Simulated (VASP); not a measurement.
# SiO2 (Quartz): the relaxed cell at several levels of theory, part 2 of 3

How much does the relaxed cell of SiO2 (Quartz) depend on the functional? The starting structure is a measured crystal structure from the Crystallography Open Database. The first relaxation on each setting starts from this cell expanded by 3 % in volume.

VASP 6.6.1.

Results so far: PBEsol 12.87 Å³ an atom; LDA 12.26 Å³ an atom.

**4. Relaxation with PBE**

Level of this step: PBE; plane waves and PAW (Si, O) (VASP).

PBE, the usual starting point, adds the gradient of the density. This run starts from the cell of an earlier relaxation, which isn't shown; the restart sets up the plane waves anew.

Input file INCAR:

```
SYSTEM = SiO2
PREC = Accurate
ENCUT = 520
EDIFF = 1E-06
NELM = 100
ISMEAR = 0
SIGMA = 0.03
LREAL = .FALSE.
ALGO = Normal
GGA = PE
NBANDS = 33
LORBIT = 11
LWAVE = .FALSE.
LCHARG = .FALSE.
KPAR = 16
IBRION = 2
NSW = 50
ISIF = 3
EDIFFG = -0.006
```

Input file POSCAR:

```
SiO2
1.0
    5.0269008983      0.0000000000      0.0000000000
   -2.5134504491      4.3534238802      0.0000000000
    0.0000000000      0.0000000000      5.5197925267
Si O
3 6
Direct
    0.4773546729      0.4773546729      0.0000000000
    1.0000000000      0.5226453271      0.6666666667
    0.5226453271      0.0000000000      0.3333333333
    0.8391844839      0.2540630753      0.4628294850
    0.7459369247      0.5851214085      0.7961628184
    0.4148785915      0.1608155161      0.1294961517
    0.2540630753      0.8391844839      0.5371705150
    0.5851214085      0.7459369247      0.2038371816
    0.1608155161      0.4148785915      0.8705038483
```

Input file KPOINTS:

```
Automatic mesh
0
Gamma
6 6 4
0 0 0
```

The projector-augmented-wave data sets are Si and O (PBE family, release 64).

The run is started by

```bash
$ mpirun -np 16 vasp_std
```

The log of the run:

```text
[banner, memory and clock lines left out]
running   16 mpi-ranks, on    1 nodes
[...]
[... a notice as in an earlier step ...]

 LDA part: xc-table for (Slater+PW92), standard interpolation
 POSCAR, INCAR and KPOINTS ok, starting setup
[...]
entering main loop
       N       E                     dE             d eps       ncg     rms          rms(c)
DAV:   1     0.291034084552E+03    0.29103E+03   -0.24996E+04  1584   0.133E+03
DAV:   2    -0.600872565117E+02   -0.35112E+03   -0.33990E+03  2056   0.309E+02
DAV:   3    -0.803595641211E+02   -0.20272E+02   -0.20184E+02  2016   0.793E+01
DAV:   4    -0.805938108665E+02   -0.23425E+00   -0.23402E+00  1968   0.954E+00
[...]
DAV:  12    -0.711380471686E+02   -0.81860E-05   -0.26800E-05  1936   0.306E-02    0.169E-02
DAV:  13    -0.711380493168E+02   -0.21482E-05   -0.12837E-05  1944   0.197E-02    0.357E-03
DAV:  14    -0.711380499230E+02   -0.60626E-06   -0.48378E-07  1320   0.420E-03
   1 F= -.71138050E+02 E0= -.71138050E+02  d E =-.711380E+02
[...]
reached required accuracy - stopping structural energy minimisation
```

Run time: 14 s. Hardware: 16 MPI ranks of AMD EPYC 7R43, shared host; peak memory 4.3 GiB.

From OUTCAR (step 4):

```text
  Total        0.0001097      0.0001097     -0.0342997      0.0000000     -0.0000000     -0.0000000
  in kB        0.0014555      0.0014555     -0.4549329      0.0000000     -0.0000000     -0.0000000
  external PRESSURE =      -0.1506740 kB  Pullay stress =       0.0000000 kB

 POSITION                                       TOTAL-FORCE (eV/Angst)
 -----------------------------------------------------------------------------------
      1.19981      2.07813      0.00000        -0.000770     -0.001334     -0.000000
     -1.31364      2.27530      3.67986        -0.000770      0.001334     -0.000000
      2.62729      0.00000      1.83993         0.001541      0.000000     -0.000000
      3.57992      1.10604      2.55472        -0.004487      0.002089      0.000737
      2.27908      2.54728      4.39465         0.000434     -0.004931      0.000737
      1.68135      0.70010      0.71479         0.004053      0.002841      0.000737
     -0.83210      3.65333      2.96507         0.004053     -0.002841     -0.000737
      1.06647      3.24738      1.12514        -0.004487     -0.002089     -0.000737
     -0.23437      1.80614      4.80500         0.000434      0.004931     -0.000737
 -----------------------------------------------------------------------------------
    total drift:                                0.000001      0.000001     -0.000000

  FREE ENERGIE OF THE ION-ELECTRON SYSTEM (eV)
  ---------------------------------------------------
  free  energy   TOTEN  =       -71.1380499230 eV

  energy  without entropy=      -71.1380499230  energy(sigma->0) =      -71.13804992

[... 2 parts as in an earlier step ...]

[... 2 further parts left out ...]
[key lines of the parts left out:]
E-fermi :   0.8227
```

With PBE the relaxed cell holds 13.422 Å³ an atom, +6.71 % against the measured cell, with a = 5.027 Å and c = 5.520 Å. That is +4.26 % from PBEsol. Pressures at 0.985 and 1.015 times this volume, from two more relaxations that aren't shown, give a bulk modulus of 25.8 GPa.

**5. Relaxation with PBEsol + D3(BJ)**

D3 with Becke-Johnson damping keeps a finite attraction at short range. This run starts from the cell of an earlier relaxation, which isn't shown; the restart sets up the plane waves anew.

INCAR, as its differences from that of step 4:

```diff
@@ -9,3 +9,4 @@
 ALGO = Normal
-GGA = PE
+GGA = PS
+IVDW = 12
 NBANDS = 33
```

Input file POSCAR:

```
SiO2
1.0
    4.8817359052      0.0000000000      0.0000000000
   -2.4408679526      4.2277073084      0.0000000000
    0.0000000000      0.0000000000      5.3887945648
Si O
3 6
Direct
    0.4636694124      0.4636694124      0.0000000000
    1.0000000000      0.5363305876      0.6666666667
    0.5363305876      0.0000000000      0.3333333333
    0.8682500139      0.2777978064      0.4437364843
    0.7222021936      0.5904522075      0.7770698177
    0.4095477925      0.1317499861      0.1104031510
    0.2777978064      0.8682500139      0.5562635157
    0.5904522075      0.7222021936      0.2229301823
    0.1317499861      0.4095477925      0.8895968490
```

KPOINTS is that of step 4.

The run is started by

```bash
$ mpirun -np 16 vasp_std
```

The log of the run:

```text
[banner, memory and clock lines left out]
running   16 mpi-ranks, on    1 nodes
[...]
[... a notice as in an earlier step ...]

 [... a notice as in an earlier step ...]

 LDA part: xc-table for (Slater+PW92), standard interpolation
 POSCAR, INCAR and KPOINTS ok, starting setup
[...]
entering main loop
       N       E                     dE             d eps       ncg     rms          rms(c)
DAV:   1     0.267037929431E+03    0.26704E+03   -0.25271E+04  1592   0.135E+03
DAV:   2    -0.648932949640E+02   -0.33193E+03   -0.32155E+03  2055   0.307E+02
DAV:   3    -0.822984202702E+02   -0.17405E+02   -0.17330E+02  2008   0.740E+01
DAV:   4    -0.824880948736E+02   -0.18967E+00   -0.18948E+00  1976   0.865E+00
[...]
DAV:  12    -0.739748870446E+02   -0.11281E-05   -0.33867E-05  2000   0.347E-02    0.143E-02
DAV:  13    -0.739748895276E+02   -0.24830E-05   -0.14093E-05  1960   0.198E-02    0.384E-03
DAV:  14    -0.739748899610E+02   -0.43340E-06   -0.52477E-07  1416   0.433E-03
   1 F= -.75011183E+02 E0= -.75011183E+02  d E =-.750112E+02
[...]
reached required accuracy - stopping structural energy minimisation
```

Elapsed: 11 s, on 16 MPI ranks; peak memory 3.9 GiB.

OUTCAR, selected parts (step 5):

```text
 Edisp (eV)   -1.03629

  Total       0.00057     0.00057     0.03345     0.00000    -0.00000     0.00000
  in kB       0.00822     0.00822     0.48192     0.00000    -0.00000     0.00000
  external pressure =        0.17 kB  Pullay stress =        0.00 kB

 POSITION                                       TOTAL-FORCE (eV/Angst)
 -----------------------------------------------------------------------------------
      1.13176      1.96026      0.00000         0.002660      0.004607      0.000000
     -1.30911      2.26745      3.59253         0.002660     -0.004607     -0.000000
      2.61822      0.00000      1.79626        -0.005319      0.000000      0.000000
      3.56050      1.17445      2.39120         0.000069      0.003651      0.000552
      2.08438      2.49626      4.18747        -0.003197     -0.001766      0.000552
      1.67772      0.55700      0.59494         0.003128     -0.001886      0.000552
     -0.76315      3.67071      2.99759         0.003128      0.001886     -0.000552
      1.11963      3.05326      1.20132         0.000069     -0.003651     -0.000552
     -0.35648      1.73145      4.79385        -0.003197      0.001766     -0.000552
 -----------------------------------------------------------------------------------
    total drift:                               -0.000001     -0.000002      0.000000

  FREE ENERGIE OF THE ION-ELECTRON SYSTEM (eV)
  ---------------------------------------------------
  free  energy   TOTEN  =       -75.0111825055 eV

  energy  without entropy=      -75.0111825055  energy(sigma->0) =      -75.01118251

[... 2 parts as in an earlier step ...]

[... 2 further parts left out ...]
[key lines of the parts left out:]
E-fermi :   1.2857
```

With PBEsol + D3(BJ) the relaxed cell holds 12.357 Å³ an atom, -1.75 % against the measured cell, with a = 4.882 Å and c = 5.389 Å. That is -4.01 % from PBEsol. Pressures at 0.985 and 1.015 times this volume, from two more relaxations that aren't shown, give a bulk modulus of 37.5 GPa.

**6. Relaxation with r2SCAN**

r2SCAN adds the kinetic-energy density, costs more than a GGA and is run with LASPH. This run starts from the cell of an earlier relaxation, which isn't shown; the restart sets up the plane waves anew.

INCAR, as its differences from that of step 5:

```diff
@@ -9,4 +9,4 @@
 ALGO = Normal
-GGA = PS
-IVDW = 12
+METAGGA = R2SCAN
+LASPH = .TRUE.
 NBANDS = 33
```

Input file POSCAR:

```
SiO2
1.0
    4.9313548398      0.0000000000      0.0000000000
   -2.4656774198      4.2706785663      0.0000000000
    0.0000000000      0.0000000000      5.4251898984
Si O
3 6
Direct
    0.4698345073      0.4698345073      0.0000000000
    0.0000000000      0.5301654927      0.6666666667
    0.5301654927      0.0000000000      0.3333333333
    0.8536885296      0.2674120494      0.4526428444
    0.7325879506      0.5862764802      0.7859761778
    0.4137235198      0.1463114704      0.1193095111
    0.2674120494      0.8536885296      0.5473571556
    0.5862764802      0.7325879506      0.2140238222
    0.1463114704      0.4137235198      0.8806904889
```

KPOINTS is that of step 5.

The run is started by

```bash
$ mpirun -np 16 vasp_std
```

The log of the run:

```text
[banner, memory and clock lines left out]
running   16 mpi-ranks, on    1 nodes
[...]
[... a notice as in an earlier step ...]

 [... a notice as in an earlier step ...]

 LDA part: xc-table for (None), standard interpolation
 POSCAR, INCAR and KPOINTS ok, starting setup
[...]
entering main loop
       N       E                     dE             d eps       ncg     rms          rms(c)
DAV:   1     0.248296350871E+03    0.24830E+03   -0.25952E+04  1592   0.138E+03
DAV:   2    -0.948720905051E+02   -0.34317E+03   -0.33077E+03  2072   0.313E+02
DAV:   3    -0.112954086930E+03   -0.18082E+02   -0.18006E+02  2003   0.762E+01
DAV:   4    -0.113144916852E+03   -0.19083E+00   -0.19065E+00  1976   0.875E+00
[...]
DAV:  11    -0.894309579590E+02   -0.40012E-03   -0.38226E-04  1830   0.143E-01    0.434E-02
DAV:  12    -0.894309510133E+02    0.69457E-05   -0.14580E-05  1992   0.259E-02    0.217E-02
DAV:  13    -0.894309502683E+02    0.74499E-06   -0.47692E-06  1776   0.128E-02
   1 F= -.89430950E+02 E0= -.89430950E+02  d E =-.894310E+02
[...]
reached required accuracy - stopping structural energy minimisation
```

Elapsed: 40 s, on 16 MPI ranks; peak memory 4.4 GiB; 10 min of CPU time.

OUTCAR, selected parts (step 6):

```text
  Total       -0.0115855     -0.0115855      0.0136628     -0.0000000      0.0000000     -0.0000000
  in kB       -0.1624600     -0.1624600      0.1915897     -0.0000000      0.0000000     -0.0000000
  external PRESSURE =      -0.0444434 kB  Pullay stress =       0.0000000 kB

 POSITION                                       TOTAL-FORCE (eV/Angst)
 -----------------------------------------------------------------------------------
      1.15846      2.00651      0.00000        -0.002798     -0.004847      0.000000
     -1.30722      2.26417      3.61679        -0.002798      0.004847      0.000000
      2.61443      0.00000      1.80840         0.005596     -0.000000      0.000000
      3.55049      1.14203      2.45567         0.002775      0.005231     -0.000527
      2.16708      2.50380      4.26407        -0.005918     -0.000212     -0.000527
      1.67946      0.62485      0.64728         0.003143     -0.005019     -0.000527
     -0.78622      3.64583      2.96952         0.003143      0.005019      0.000527
      1.08481      3.12865      1.16112         0.002775     -0.005231      0.000527
     -0.29859      1.76688      4.77791        -0.005918      0.000212      0.000527
 -----------------------------------------------------------------------------------
    total drift:                                0.000029      0.000050     -0.000000

  FREE ENERGIE OF THE ION-ELECTRON SYSTEM (eV)
  ---------------------------------------------------
  free  energy   TOTEN  =       -89.4309502683 eV

  energy  without entropy=      -89.4309502683  energy(sigma->0) =      -89.43095027

[... 2 parts as in an earlier step ...]

[... 2 further parts left out ...]
[key lines of the parts left out:]
E-fermi :   0.6986
```

With r2SCAN the relaxed cell holds 12.695 Å³ an atom, +0.93 % against the measured cell, with a = 4.931 Å and c = 5.425 Å. That is -1.39 % from PBEsol. Pressures at 0.985 and 1.015 times this volume, from two more relaxations that aren't shown, give a bulk modulus of 39.6 GPa.

**7. Relaxation with r2SCAN + rVV10**

rVV10 adds a nonlocal correlation energy for dispersion. This run starts from the cell of an earlier relaxation, which isn't shown and was stopped at its time limit.

INCAR, as its differences from that of step 6:

```diff
@@ -10,2 +10,6 @@
 METAGGA = R2SCAN
+LUSE_VDW = .TRUE.
+IVDW_NL = 2
+BPARAM = 11.95
+CPARAM = 0.0093
 LASPH = .TRUE.
```

Input file POSCAR:

```
SiO2
1.0
    4.8656116794      0.0000000000      0.0000000000
   -2.4328058396      4.2137433192      0.0000000000
    0.0000000000      0.0000000000      5.3857816514
Si O
3 6
Direct
    0.4634162368      0.4634162368      0.0000000000
    1.0000000000      0.5365837632      0.6666666667
    0.5365837632      0.0000000000      0.3333333333
    0.8669888391      0.2778189745      0.4446469649
    0.7221810255      0.5891698646      0.7779802983
    0.4108301354      0.1330111609      0.1113136316
    0.2778189745      0.8669888391      0.5553530351
    0.5891698646      0.7221810255      0.2220197017
    0.1330111609      0.4108301354      0.8886863684
```

KPOINTS is that of step 6.

The run is started by

```bash
$ mpirun -np 16 vasp_std
```

The log of the run:

```text
[banner, memory and clock lines left out]
running   16 mpi-ranks, on    1 nodes
[...]
[... a notice as in an earlier step ...]

|                                                                             |
|               ----> ADVICE to this user running VASP <----                  |
|                                                                             |
|     You have switched on vdW-DFT.                                           |
|     This routine was written and supplied by Jiri Klimes. We recommend      |
|     that you carefully read and cite the following publications:            |
|       J. Klimes, D.R. Bowler, A. Michelides                                 |
|          J. Phys.: Cond Matt. 22 022201 (2010)                              |
|       J. Klimes, D.R. Bowler, A. Michelides                                 |
|          Phys. Rev. B. 83, 195131 (2011)                                    |
|     and references therein.                                                 |
[...]
Total rVV10 correction in eV:      1.4551877    52.1207578
Total rVV10 correction in eV:      1.4551877    52.1207578
Total rVV10 correction in eV:      1.4551877    52.1207578
Total rVV10 correction in eV:      1.4551877    52.1207578
Total rVV10 correction in eV:      1.4551877    52.1207578
Total rVV10 correction in eV:      1.4551877    52.1207578
Total rVV10 correction in eV:      1.4551877    52.1207578
Total rVV10 correction in eV:      1.4551877    52.1207578
Total rVV10 correction in eV:      1.4551877    52.1207578
Total rVV10 correction in eV:      1.4551877    52.1207578
   1 F= -.87953202E+02 E0= -.87953202E+02  d E =-.879532E+02
[... from here on, the cycles between the ionic steps are left out ...]
   2 F= -.87952830E+02 E0= -.87952830E+02  d E =0.372182E-03
   3 F= -.87953266E+02 E0= -.87953266E+02  d E =-.636782E-04
   4 F= -.87953266E+02 E0= -.87953266E+02  d E =-.637651E-04
   5 F= -.87953299E+02 E0= -.87953299E+02  d E =-.331598E-04
   6 F= -.87953302E+02 E0= -.87953302E+02  d E =-.359967E-04
   7 F= -.87953320E+02 E0= -.87953320E+02  d E =-.181843E-04
 trial-energy change:   -0.000018  1 .order   -0.000019   -0.000023   -0.000016
 step:   1.0371(harm=  1.0371)  dis= 0.00048  next Energy=   -87.953337 (dE=-0.350E-04)
 reached required accuracy - stopping structural energy minimisation
```

Elapsed: 4.8 min, on 16 MPI ranks; peak memory 7 GiB.

From OUTCAR (step 7):

```text
  Total       -0.0026737     -0.0026737     -0.0472502     -0.0000000     -0.0000000      0.0000000
  in kB       -0.0387712     -0.0387712     -0.6851812     -0.0000000     -0.0000000      0.0000000
  external PRESSURE =      -0.2542412 kB  Pullay stress =       0.0000000 kB

 POSITION                                       TOTAL-FORCE (eV/Angst)
 -----------------------------------------------------------------------------------
      1.12833      1.95432      0.00000         0.001328      0.002301      0.000000
     -1.30582      2.26174      3.58867         0.001328     -0.002301      0.000000
      2.61164      0.00000      1.79434        -0.002657     -0.000000      0.000000
      3.54450      1.17107      2.39346        -0.004631     -0.001912      0.001560
      2.08187      2.48409      4.18780         0.003971     -0.003055      0.001560
      1.67607      0.56090      0.59913         0.000660      0.004967      0.001560
     -0.75808      3.65516      2.98955         0.000660     -0.004967     -0.001560
      1.11035      3.04500      1.19521        -0.004631      0.001912     -0.001560
     -0.35228      1.73197      4.78388         0.003971      0.003055     -0.001560
 -----------------------------------------------------------------------------------
    total drift:                                0.000026      0.000045      0.000000

  FREE ENERGIE OF THE ION-ELECTRON SYSTEM (eV)
  ---------------------------------------------------
  free  energy   TOTEN  =       -87.9533202223 eV

  energy  without entropy=      -87.9533202223  energy(sigma->0) =      -87.95332022

[... 2 parts as in an earlier step ...]

[... 2 further parts left out ...]
[key lines of the parts left out:]
E-fermi :   1.0001
```

With r2SCAN + rVV10 the relaxed cell holds 12.276 Å³ an atom, -2.40 % against the measured cell, with a = 4.868 Å and c = 5.383 Å. That is -4.64 % from PBEsol. Pressures at 0.985 and 1.015 times this volume, from two more relaxations that aren't shown, give a bulk modulus of 44.2 GPa.

(Continued in part 3 of 3.)

[Lines on the potential files, build, host, timing and source positions are cut from VASP's logs without a mark.]

[Logs are printed without paths, hosts, clocks, repeated set-up lines and the standing remarks that a program may print on its own settings, such as how far it seeks lower states.]

[Hosts, paths, dates, database ids (printed as entryN), source tags and the programs' standing remarks are cut or masked in the printed files.]
